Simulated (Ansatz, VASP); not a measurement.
One calculation of AlN, two programs

Contents of INCAR:

```
PREC = Accurate
ENCUT = 520
EDIFF = 1E-8
ISMEAR = -1
SIGMA = 0.02
LREAL = F
LASPH = T
NELM = 80
ALGO = Normal
ISIF = 2
LWAVE = F
LCHARG = F
GGA = PE
LEFG = T
NBANDS = 11
```

The input KPOINTS:

```
Automatic mesh
0
Gamma
  10 10 10
```

Contents of POSCAR:

```
AlN
1.0
    0.0000000000      2.0040293008      2.0040293008
    2.0040293008      0.0000000000      2.0040293008
    2.0040293008      2.0040293008      0.0000000000
Al N
1 1
Direct
    0.0000000000      0.0000000000      0.0000000000
    0.5000000000      0.5000000000      0.5000000000
```

Input for Ansatz:

```yaml
crystal:
  lattice:
    - [0.0, 2.0040293008, 2.0040293008]
    - [2.0040293008, 0.0, 2.0040293008]
    - [2.0040293008, 2.0040293008, 0.0]
  atoms:
    - { symbol: Al, position: [0.0, 0.0, 0.0] }
    - { symbol: "N", position: [0.5, 0.5, 0.5] }
kpoints:
  mp_grid: { grid: [10, 10, 10] }
scf:
  occupations: { method: fermi_dirac, width: 0.02 }
hamiltonian:
  xc: pbe
  pseudopotentials: { kind: paw }
output:
  forces: true
  stress: true
  eigenvalues: true
  efg: { contact_densities: true }
```

Change from the starting cell: volume scaled by 1.04, PAW files.

Alike in both runs: task electric field gradients; functional PBE; k mesh 10 × 10 × 10; occupations fermi-dirac, width 0.02 eV; no spin polarisation.

|  | VASP | Ansatz |
| --- | --- | --- |
| version | VASP 6.6.1 | Ansatz 0.2.0 |
| potentials or method | VASP PAW PBE potentials, release 64 (Al, N) | PAW with Ansatz's default frozen-core files, scalar-relativistic |
| plane-wave cutoff (eV) | 520 | 420 |
| valence electrons in the cell | 8 | 8 |

|  | VASP | Ansatz | Ansatz less VASP |
| --- | --- | --- | --- |
| gap on the k mesh at the Fermi level (eV) | 4.86 | 4.89 | +0.024 |
| pressure (GPa) | 12.5 | 12.8 | +0.31 |
| Vzz of the field gradient on the site that differs most (V/Å²) | 0.0 | 0.0 | 0.00 |

A k mesh can miss the band edges.
